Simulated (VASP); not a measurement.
# CdTe (F-43m) in VASP: further runs, part 2 of 2

VASP 6.6.1.

## Step 5: Single point, PBEsol

This run uses another cell than the first one, of 24.58 Å³/atom, 0.718 times its volume.

INCAR

```
PREC = Accurate
ENCUT = 500
EDIFF = 1E-6
ISMEAR = -1
SIGMA = 0.05
LREAL = False
LASPH = True
NELM = 120
ALGO = Normal
ISIF = 2
LWAVE = False
LCHARG = False
GGA = PS
NBANDS = 16
GGA_COMPAT = False
```

KPOINTS

```
regular mesh
0
Gamma
  7 7 7
```

POSCAR

```
CdTe
1.0
    0.0000000000      2.9074595418      2.9074595418
    2.9074595418      0.0000000000      2.9074595418
    2.9074595418      2.9074595418      0.0000000000
Te Cd
1 1
Direct
    0.7500000000      0.7500000000      0.7500000000
    0.0000000000      0.0000000000      0.0000000000
```

Potentials or basis: VASP PAW PBE potentials, release 64 (Te, Cd).

On the command line:

```bash
> cat potpaw_PBE.64/Te/POTCAR potpaw_PBE.64/Cd/POTCAR > POTCAR
> mpirun -np 1 vasp_std > vasp.out
```

OUTCAR:

```text
PREC = Accurate
   ENCUT = 500
   EDIFF = 1E-6
   ISMEAR = -1
   LREAL = False
   LASPH = True
   NELM = 120
   ISIF = 2
   GGA = PS

 ion  position               nearest neighbor table
   1  0.750  0.750  0.750-   2 2.52   2 2.52   2 2.52   2 2.52
   2  0.000  0.000  0.000-   1 2.52   1 2.52   1 2.52   1 2.52

  LATTYP: Found a face centered cubic cell.
 ALAT       =     5.8149190836

  Lattice vectors:

 A1 = (   0.0000000000,   2.9074595418,   2.9074595418)
 A2 = (   2.9074595418,   0.0000000000,   2.9074595418)
 A3 = (   2.9074595418,   2.9074595418,   0.0000000000)

Analysis of symmetry for initial positions (statically):
=====================================================================
 Subroutine PRICEL returns:
 Original cell was already a primitive cell.

 Routine SETGRP: Setting up the symmetry group for a
 face centered cubic supercell.

 Subroutine GETGRP returns: Found 24 space group operations
 (whereof 24 operations were pure point group operations)
 out of a pool of 48 trial point group operations.

The static configuration has the point symmetry T_d .

Analysis of symmetry for dynamics (positions and initial velocities):
=====================================================================
 Subroutine PRICEL returns:
 Original cell was already a primitive cell.

 Routine SETGRP: Setting up the symmetry group for a
 face centered cubic supercell.

 Subroutine GETGRP returns: Found 24 space group operations
 (whereof 24 operations were pure point group operations)
 out of a pool of 48 trial point group operations.

The dynamic configuration has the point symmetry T_d .

 Subroutine INISYM returns: Found 24 space group operations
 (whereof 24 operations are pure point group operations),
 and found     1 'primitive' translations

----------------------------------------------------------------------------------------

                                     Primitive cell

  volume of cell :      49.1554

  direct lattice vectors                    reciprocal lattice vectors
     0.000000000  2.907459542  2.907459542    -0.171971439  0.171971439  0.171971439
     2.907459542  0.000000000  2.907459542     0.171971439 -0.171971439  0.171971439
     2.907459542  2.907459542  0.000000000     0.171971439  0.171971439 -0.171971439

  length of vectors
     4.111768716  4.111768716  4.111768716     0.297863269  0.297863269  0.297863269

  position of ions in fractional coordinates (direct lattice)
     0.750000000  0.750000000  0.750000000
     0.000000000  0.000000000  0.000000000

  ion indices of the primitive-cell ions
   primitive index   ion index
                 1           1
                 2           2

----------------------------------------------------------------------------------------

 KPOINTS: regular mesh

Automatic generation of k-mesh.
 Grid dimensions read from file:
 generate k-points for:    7    7    7

 Generating k-lattice:

  Cartesian coordinates                     Fractional coordinates (reciprocal lattice)
    -0.024567348  0.024567348  0.024567348     0.142857143  0.000000000  0.000000000
     0.024567348 -0.024567348  0.024567348     0.000000000  0.142857143  0.000000000
     0.024567348  0.024567348 -0.024567348     0.000000000  0.000000000  0.142857143

  Length of vectors
     0.042551896  0.042551896  0.042551896

  Shift w.r.t. Gamma in fractional coordinates (k-lattice)
     0.000000000  0.000000000  0.000000000

 Subroutine IBZKPT returns following result:
 ===========================================

 Found     20 irreducible k-points:

 Following reciprocal coordinates:
            Coordinates               Weight
  0.000000  0.000000  0.000000      1.000000
  0.142857  0.000000  0.000000      8.000000
  0.285714  0.000000  0.000000      8.000000
  0.428571  0.000000  0.000000      8.000000
  0.142857  0.142857  0.000000      6.000000
  0.285714  0.142857  0.000000     24.000000
[... 12 lines left out ...]
 -0.428571  0.428571  0.142857     24.000000
 -0.285714  0.428571  0.142857     24.000000
   k-points           NKPTS =     20   k-points in BZ     NKDIM =     20   number of bands    NBANDS=     16
   number of dos      NEDOS =    301   number of ions     NIONS =      2
   total plane-waves  NPLWV =  27000
   dimension x,y,z NGX =    30 NGY =   30 NGZ =   30
   dimension x,y,z NGXF=    60 NGYF=   60 NGZF=   60
   ions per type =               1   1
   NGX,Y,Z   is equivalent  to a cutoff of  12.13, 12.13, 12.13 a.u.
   NGXF,Y,Z  is equivalent  to a cutoff of  24.26, 24.26, 24.26 a.u.
 SYSTEM =  unknown system
   PREC   = accura    normal or accurate (medium, high low for compatibility)
   ISTART =      0    job   : 0-new  1-cont  2-samecut
   ICHARG =      2    charge: 1-file 2-atom 10-const
   ISPIN  =      1    spin polarized calculation?
   LNONCOLLINEAR =      F non collinear calculations
   LSORBIT =      F    spin-orbit coupling
   LASPH  =      T    aspherical Exc in radial PAW
   ENCUT  =  500.0 eV  36.75 Ry    6.06 a.u.   7.50  7.50  7.50*2*pi/ulx,y,z
   NELM   =    120;   NELMIN=  2; NELMDL= -5     # of ELM steps
   EDIFF  = 0.1E-05   stopping-criterion for ELM
   LREAL  =      F    real-space projection
   EDIFFG = 0.1E-04   stopping-criterion for IOM
   NSW    =      0    number of steps for IOM
   IBRION =     -1    ionic relax: 0-MD 1-quasi-New 2-CG
   NFREE  =      0    steps in history (QN), initial steepest desc. (CG)
   ISIF   =      2    stress and relaxation
   ISYM   =      2    0-nonsym 1-usesym 2-fastsym
   POTIM  = 0.5000    time-step for ionic-motion
   TEBEG  =    0.0;   TEEND  =   0.0 temperature during run
   PSTRESS=    0.0 pullay stress
   NELECT =      18.0000    total number of electrons
   NUPDOWN=      -1.0000    fix difference up-down
   EMIN   =  10.00;   EMAX   =-10.00  energy-range for DOS
   EFERMI =   0.00;   METHOD = LEGACY
   ISMEAR =    -1;   SIGMA  =   0.05  broadening in eV -4-tet -1-fermi 0-gaus
   EFERMI_NEDOS =   21; number of points for ismear=-14 and -15
   IALGO  =     38    algorithm
   IMIX   =      4    mixing-type and parameters
     AMIX     =   0.40;   BMIX     =  1.00
     AMIX_MAG =   1.60;   BMIX_MAG =  1.00
  volume/ion in A,a.u.               =      24.58       165.86
  Fermi-wavevector in a.u.,A,eV,Ry     =   1.171229  2.213303 18.664179  1.371778
  Thomas-Fermi vector in A             =   2.307676
   LORBIT       =      0    0 simple, 1 ext, 2 COOP (PROOUT), +10 PAW based schemes
   GGA     = PS    functional components
   LHFCALC =     F    Hartree Fock is set to
   AEXX    =    0.0000 exact exchange contribution
   IVDW    =     0    specifies the selected vdW correction
   LEPSILON=     F    determine dielectric tensor
   LRPA    =     F    only Hartree local field effects (RPA)
 non-spin polarized calculation
  energy-cutoff  :      500.00
  volume of cell :       49.16
 maximum number of plane-waves:      1267
 NGX is ok and might be reduce to    30
   NGX = 15   NGY = 15   NGZ = 15

 number of electron      18.0000007 magnetization

 Free energy of the ion-electron system (eV)
  ---------------------------------------------------
  ext. energy  EPLUGINS =         0.00000000
  ---------------------------------------------------
  free energy    TOTEN  =        -4.14282132 eV

  energy without entropy =       -4.14282132  energy(sigma->0) =       -4.14282132

 E-fermi :   6.6709     XC(G=0): -10.3016

 val. band max:        5.8933984650   @ k =   0.0000   0.0000   0.0000
 cond. band min:       7.4858548268   @ k =   0.4286   0.4286   0.0000
 fundamental gap:      1.5924563618
 Fermi energy:         6.6708779703

 k-point     1 :       0.0000    0.0000    0.0000
  band No.  band energies     occupation
      1      -7.8297      2.00000
      2      -4.1742      2.00000
      3      -4.1742      2.00000
      4      -4.1742      2.00000
      5      -3.5855      2.00000
      6      -3.5855      2.00000
[... 8 lines left out ...]
     15      15.6822      0.00000
     16      15.6822      0.00000
[... 343 lines left out ...]
 k-point    20 :      -0.2857    0.4286    0.1429
  band No.  band energies     occupation
      1      -6.8324      2.00000
      2      -3.9519      2.00000
      3      -3.8772      2.00000
      4      -3.6686      2.00000
      5      -3.5994      2.00000
      6      -2.4285      2.00000
[... 8 lines left out ...]
     15      16.8503      0.00000
     16      19.2806      0.00000

------------------------ aborting loop because EDIFF is reached ----------------------------------------

  FORCE on cell =-STRESS in cart. coord.  units (eV):
  Direction    XX          YY          ZZ          XY          YZ          ZX
  --------------------------------------------------------------------------------------
  -------------------------------------------------------------------------------------
  Total        9.3733549      9.3733549      9.3733549     -0.0000000     -0.0000000     -0.0000000
  in kB      305.5164565    305.5164565    305.5164565     -0.0000000     -0.0000000     -0.0000000
  external PRESSURE =     305.5164565 kB  Pullay stress =       0.0000000 kB

 VOLUME and BASIS-vectors are now :
 -----------------------------------------------------------------------------
  energy-cutoff  :      500.00
  volume of cell :       49.16
      direct lattice vectors                 reciprocal lattice vectors
     0.000000000  2.907459542  2.907459542    -0.171971439  0.171971439  0.171971439
     2.907459542  0.000000000  2.907459542     0.171971439 -0.171971439  0.171971439
     2.907459542  2.907459542  0.000000000     0.171971439  0.171971439 -0.171971439

 POSITION                                       TOTAL-FORCE (eV/Angst)
 -----------------------------------------------------------------------------------
      4.36119      4.36119      4.36119         0.000000      0.000000      0.000000
      0.00000      0.00000      0.00000        -0.000000     -0.000000     -0.000000
 -----------------------------------------------------------------------------------
    total drift:                               -0.000000     -0.000000     -0.000000

  FREE ENERGIE OF THE ION-ELECTRON SYSTEM (eV)
  ---------------------------------------------------
  free  energy   TOTEN  =        -4.1428213221 eV

  energy  without entropy=       -4.1428213168  energy(sigma->0) =       -4.14282132
```

OSZICAR:

```text
N       E                     dE             d eps       ncg     rms          rms(c)
DAV:   1     0.104979035996E+03    0.10498E+03   -0.86733E+03   640   0.994E+02
DAV:   2    -0.119797767850E+01   -0.10618E+03   -0.10170E+03   752   0.248E+02
DAV:   3    -0.443411413846E+01   -0.32361E+01   -0.32308E+01   768   0.451E+01
DAV:   4    -0.446058787695E+01   -0.26474E-01   -0.26472E-01   904   0.370E+00
DAV:   5    -0.446095640381E+01   -0.36853E-03   -0.36853E-03   800   0.326E-01    0.114E+01
DAV:   6    -0.417482409890E+01    0.28613E+00   -0.49578E-01   800   0.114E+01    0.837E+00
DAV:   7    -0.414455186209E+01    0.30272E-01   -0.17396E-01   800   0.308E+00    0.242E+00
DAV:   8    -0.414298734192E+01    0.15645E-02   -0.19098E-02   712   0.181E+00    0.759E-01
DAV:   9    -0.414281014518E+01    0.17720E-03   -0.11115E-03   800   0.348E-01    0.253E-01
DAV:  10    -0.414281556707E+01   -0.54219E-05   -0.13101E-04   832   0.868E-02    0.727E-02
DAV:  11    -0.414282224200E+01   -0.66749E-05   -0.28813E-05   832   0.565E-02    0.216E-02
DAV:  12    -0.414282132211E+01    0.91990E-06   -0.32075E-06   720   0.234E-02
   1 F= -.41428213E+01 E0= -.41428213E+01  d E =-.525809E-08
```

stdout:

```text
POSCAR found type information on POSCAR TeCd
 POSCAR found :  2 types and       2 ions
 scaLAPACK will be used
 -----------------------------------------------------------------------------
|                                                                             |
|                                                                             |
|     You enforced a specific xc type in the INCAR file but a different       |
|     I HOPE YOU KNOW WHAT YOU ARE DOING!                                     |
|                                                                             |
 -----------------------------------------------------------------------------

 LDA part: xc-table for (Slater+PW92), standard interpolation
 POSCAR, INCAR and KPOINTS ok, starting setup
 FFT: planning ... GRIDC
 FFT: planning ... GRID_SOFT
 FFT: planning ... GRID
 WAVECAR not read
 entering main loop
```

Wall time 12 s (1 thread of Intel Xeon 6975P-C (Granite Rapids), shared host); peak memory 0.17 GiB.

What came out:

```yaml
Free_energy: -4.1428 eV
Pressure: 30.6 GPa
Band_gap_on_the_k_mesh: 1.59 eV, indirect (least direct gap 1.65 eV)
```

Levels at points of the mesh, in eV from the valence-band top:
```
           k point  band 6  band 7  band 8  band 9  band 10  band 11  band 12  band 13
(0.00, 0.00, 0.00)   -9.48    0.00    0.00    0.00     1.65     4.09     4.09     4.09
```

Caveat: the PAW data sets were made with another functional, which shifts forces and pressure a little; spin-orbit coupling is left out, which moves the levels of the heavy elements. Expect the measured gap to be larger: semilocal functionals such as PBEsol lack the derivative discontinuity.

## Step 6: Single point, PBEsol

This run uses another cell than the first one, of 32.92 Å³/atom, 0.962 times its volume.

INCAR

```
ALGO = Normal
EDIFF = 1E-6
ENCUT = 500
GGA = PS
GGA_COMPAT = F
ISIF = 2
ISMEAR = -1
LASPH = T
LCHARG = F
LREAL = F
LWAVE = F
NBANDS = 16
NELM = 120
PREC = Accurate
SIGMA = 0.05
```

KPOINTS

```
k-points
0
Gamma
  6 6 6
```

POSCAR

```
CdTe
1.0
    0.0000000000      3.2050000000      3.2050000000
    3.2050000000      0.0000000000      3.2050000000
    3.2050000000      3.2050000000      0.0000000000
Te Cd
1 1
Direct
    0.7500000000      0.7500000000      0.7500000000
    0.0000000000      0.0000000000      0.0000000000
```

Potentials or basis: VASP PAW PBE potentials, release 64 (Te, Cd).

On the command line:

```bash
> cat potpaw_PBE.64/Te/POTCAR potpaw_PBE.64/Cd/POTCAR > POTCAR
> mpirun -np 1 vasp_std > vasp.out
```

It took 15 s on 1 thread of Intel Xeon 6975P-C (Granite Rapids), shared host; peak memory 0.2 GiB.

The run converged. Its results:

```
Free energy            : -5.4681 eV
Pressure               : 1.9 GPa
Band gap on the k mesh : 0.76 eV, direct
```

Levels at points of the mesh, in eV from the valence-band top:
| k point | band 5 | band 6 | band 7 | band 8 | band 9 | band 10 | band 11 | band 12 | band 13 | band 14 |
| --- | --- | --- | --- | --- | --- | --- | --- | --- | --- | --- |
| (0.00, 0.00, 0.00) | -8.09 | -8.09 | 0.00 | 0.00 | 0.00 | 0.76 | 4.52 | 4.52 | 4.52 | 7.34 |
| (0.50, 0.00, 0.00) | -8.08 | -7.72 | -4.67 | -0.84 | -0.84 | 1.76 | 5.11 | 5.11 | 6.94 | 8.65 |
| (0.50, 0.50, 0.00) | -8.06 | -7.57 | -4.52 | -2.00 | -2.00 | 2.41 | 2.58 | 8.91 | 9.24 | 9.24 |

Caveat: the PAW data sets were made with another functional, which shifts forces and pressure a little; spin-orbit coupling is left out, which moves the levels of the heavy elements.

## Step 7: The runs side by side

| level | potentials or basis | spin | cell | k mesh | cutoff (eV) | smearing | gap on the mesh (eV) | pressure (GPa) |
| --- | --- | --- | --- | --- | --- | --- | --- | --- |
| r2SCAN+D3(BJ) | VASP PAW PBE potentials, release 64 (Te, Cd) | off | a = 4.592 Å, angles 60.0°, 2 atoms | 7 × 7 × 7 | 520 | fermi-dirac 0.05 eV | 1.25 | 0.6 |
| LDA | VASP PAW LDA potentials, release 64 (Te, Cd) | non-collinear, zero start, SOC | a = 4.533 Å, angles 60.0°, 2 atoms | 7 × 7 × 7 | 520 | fermi-dirac 0.05 eV | - | 0.3 |
| RPBE+D4 | VASP PAW PBE potentials, release 64 (Te, Cd) | off | a = 4.533 Å, angles 60.0°, 2 atoms | 7 × 7 × 7 | 520 | tetrahedron | 1.02 | 2.3 |
| PBEsol | VASP PAW PBE potentials, release 64 (Te, Cd) | off | a = 4.112 Å, angles 60.0°, 2 atoms | 7 × 7 × 7 | 500 | fermi-dirac 0.05 eV | 1.59 | 30.6 |
| PBEsol | VASP PAW PBE potentials, release 64 (Te, Cd) | off | a = 4.533 Å, angles 60.0°, 2 atoms | 6 × 6 × 6 | 500 | fermi-dirac 0.05 eV | 0.76 | 1.9 |

Alike in all rows: task single point.

Caveats: the PAW data sets were made with another functional, which shifts forces and pressure a little (some runs); spin-orbit coupling is left out, which moves the levels of the heavy elements (some runs).

Absolute energies hang on the potentials; compare differences alone.

## Step 8: Comparison with measurements

Step 2. A measured gap of CdTe is 1.607 eV (0 K; a printed reference work, data compilation); the calculated 1.25 eV misses it by -0.35 eV. Spin-orbit coupling on Cd, Te is left out. The value is that of r2SCAN+D3(BJ), without temperature or zero-point motion.

Step 4. A measured gap of CdTe is 1.607 eV (0 K; a printed reference work, data compilation); the calculated 1.02 eV misses it by -0.58 eV. Spin-orbit coupling on Cd, Te is left out. The value is that of RPBE+D4, without temperature or zero-point motion. Semilocal functionals fall short of measured gaps as a rule.

Step 6. Against the measured gap of CdTe, 1.607 eV (0 K; a printed reference work, data compilation), the calculated 0.76 eV is off by -0.85 eV. Spin-orbit coupling on Cd, Te is left out. The value is that of PBEsol, without temperature or zero-point motion. Semilocal functionals fall short of measured gaps as a rule.
